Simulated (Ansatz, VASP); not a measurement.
## One calculation of LiH, two programs

```
Li H
1.0
     0.00000    2.23436    2.14512
     2.23436    0.00000    2.14512
     2.23436    2.23436    0.00000
Li H
1 1
Direct
  0.00000 0.00000 0.00000
  0.25000 0.25000 0.25000
```

Change from the starting cell: biaxial_xy strain +4.2%.

Alike in both runs: task single point; functional HSE06; k mesh 8 × 8 × 8; no spin polarisation.

|  | VASP | Ansatz |
| --- | --- | --- |
| version | VASP 6.6.1 | Ansatz 0.2.0 |
| potentials or method | VASP PAW PBE potentials, release 64 (Li_sv, H) | plane waves, PAW |
| plane-wave cutoff (eV) | 520 | 420 |
| occupations | gaussian, width 0.01 eV | fixed |
| valence electrons in the cell | 4 | 4 |

```csv
,VASP,Ansatz,Ansatz less VASP
gap on the k mesh at the Fermi level (eV),5.08,5.08,-0.001
```

Ansatz warned: «stress_exchange_threshold_loose».

 A k mesh can miss the band edges.
